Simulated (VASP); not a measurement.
The system is Pb.

```xyz
1
Lattice="0.0000 2.4750 2.4750 2.4750 0.0000 2.4750 2.4750 2.4750 0.0000" Properties=species:S:1:pos:R:3 pbc="T T T"
Pb    0.0000    0.0000    0.0000
```

```yaml
Program: VASP 6.6.1
Task: relaxation of cell and atoms
Functional: optPBE-vdW
Potentials_or_basis: VASP PAW PBE potentials, release 64 (Pb_d)
Cutoff: 600 eV
k_mesh: 9 × 9 × 9
Occupations: fermi-dirac, width 0.05 eV
Spin: no spin polarisation
```

At the start: pressure 2.8 GPa; volume 30.32 Å³/atom.

**Question.** How do energy, volume and symmetry change on relaxing?

**Answer.** Over 3 steps the energy falls by 15.7 meV/atom and the volume is 32.21 Å³/atom (+6.2 %); space group Fm-3m (No. 225, to 0.05 Å).

The path:
| step | energy change (eV) | largest force (eV/Å) | pressure (GPa) | volume (Å³) |
| --- | --- | --- | --- | --- |
| 1 | 0.0000 | 0.0000 | 2.80 | 30.32 |
| 2 | -0.0148 | 0.0000 | -0.60 | 32.71 |
| 3 | -0.0157 | 0.0000 | 0.02 | 32.21 |

Final structure:
```cif
data_structure
_symmetry_space_group_name_H-M 'P 1'
_symmetry_Int_Tables_number 1
_cell_length_a 3.5715
_cell_length_b 3.5715
_cell_length_c 3.5715
_cell_angle_alpha 60.000
_cell_angle_beta 60.000
_cell_angle_gamma 60.000
_cell_volume 32.21
loop_
_atom_site_label
_atom_site_type_symbol
_atom_site_fract_x
_atom_site_fract_y
_atom_site_fract_z
_atom_site_occupancy
Pb1 Pb 0.00000 0.00000 0.00000 1
```

The cell as given is a measured one (30.32 Å³/atom); optPBE-vdW puts the equilibrium volume +6.2 % from it, thermal expansion not counted.

Caveat: the PAW data sets were made with another functional, which shifts forces and pressure a little.
